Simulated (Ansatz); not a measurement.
AlN built on the zincblende prototype (r2SCAN geometry), in Ansatz:

```xyz
2
Lattice="0.0000 2.1849 2.1849 2.1849 0.0000 2.1849 2.1849 2.1849 0.0000" Properties=species:S:1:pos:R:3 pbc="T T T"
Al    0.0000    0.0000    0.0000
N     1.0924    1.0924    1.0924
```

G0W0@PBE with 114 empty bands, a screening cutoff of 180 eV and a 6×6×6 mesh (PAW, contour deformation) gives 4.744 eV over the mesh points, from a PBE gap of 3.323 eV; it sums over 118 bands with 113 plane waves in the screening and a wave cutoff of 420 eV. No extrapolation in bands, cutoff or mesh was made for G0W0. Calculated for a static, non-magnetic cell.

Task: Estimate the gap with starting point r2SCAN.

Result: 5.047 eV (+0.303 eV), from a Kohn-Sham gap of 3.940 eV.

Task: Estimate the gap with empty bands 47, screening cutoff 100 eV.

Result: 4.499 eV (-0.245 eV), from a Kohn-Sham gap of 3.323 eV.

Task: Estimate the gap with starting point HSE06.

Result: 5.367 eV (+0.623 eV), from a Kohn-Sham gap of 4.552 eV.

Task: Estimate the gap with empty bands 221, screening cutoff 260 eV.

Result: 4.854 eV (+0.110 eV), from a Kohn-Sham gap of 3.323 eV.
